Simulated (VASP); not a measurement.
Runs of VASP 6.6.1 on BaTiO3. Symmetry: Pm-3m, No. 221, cubic system. The conventional cell has a = 4.006 Å, b = 4.006 Å, c = 4.006 Å, α = 90.00°, β = 90.00°, γ = 90.00°. Ba (site symmetry m-3m) has 12 O at 2.83 Å as nearest neighbours. Ti (site symmetry m-3m) has 6 O at 2.00 Å as nearest neighbours. O (site symmetry 4/mmm) has 2 Ti at 2.00 Å as nearest neighbours. 

| cell | target pressure | gap on the mesh (eV) | pressure (GPa) |
| --- | --- | --- | --- |
| relaxed to 2 GPa | 2 GPa | 1.86 | 2.0 |
| relaxed to 10 GPa | 10 GPa | 1.89 | 10.0 |
| relaxed to 5 GPa | 5 GPa | 1.87 | 4.9 |
| relaxed to 30 GPa | 30 GPa | (a) | 30.0 |
| relaxed to 20 GPa | 20 GPa | (b) | 20.0 |

Alike in all rows: task relaxation of cell and atoms; level PBEsol; potentials or basis VASP PAW PBE potentials, release 64 (Ba_sv, Ti_sv, O); no spin polarisation; k mesh 5 × 5 × 5; cutoff (eV) 600; smearing fermi-dirac 0.05 eV.

Estimate the missing entries.

(a) 1.92; (b) 1.91.

Caveats: the cell is relaxed towards a set pressure, so the enthalpy falls and the energy may rise; the PAW data sets were made with another functional, which shifts forces and pressure a little; spin-orbit coupling is left out, which moves the levels of the heavy elements; an odd mesh through Γ misses points on the zone boundary, where band edges often lie.

A k mesh can miss the band edges, and the runs leave out spin-orbit coupling on Ba.
